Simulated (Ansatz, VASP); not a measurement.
# One calculation of MgS, two programs

```xyz
2
Lattice="0.0000 2.6151 2.6151 2.6151 0.0000 2.6151 2.6151 2.6151 0.0000" Properties=species:S:1:pos:R:3 pbc="T T T"
Mg    0.0000    0.0000    0.0000
S     2.6151    2.6151    2.6151
```

Alike in both runs: task single point; functional PBE; k mesh 6 × 6 × 6; no spin polarisation.

|  | VASP | Ansatz |
| --- | --- | --- |
| version | VASP 6.6.1 | Ansatz 0.2.0 |
| potentials or method | VASP PAW PBE potentials, release 64 (Mg, S) | scalar-relativistic, plane waves, PAW |
| plane-wave cutoff (eV) | 520 | 420 |
| occupations | gaussian, width 0.01 eV | fixed |
| valence electrons in the cell | 8 | 16 |

VASP gave:

* gap on the k mesh at the Fermi level (eV): 2.74
* least direct gap on the mesh (eV): 3.59

Problem. Estimate Ansatz's values.

Solution. gap on the k mesh at the Fermi level (eV): 2.75; least direct gap on the mesh (eV): 3.60.

The two sets of potentials don't hold the same shells in valence.

A k mesh can miss the band edges.
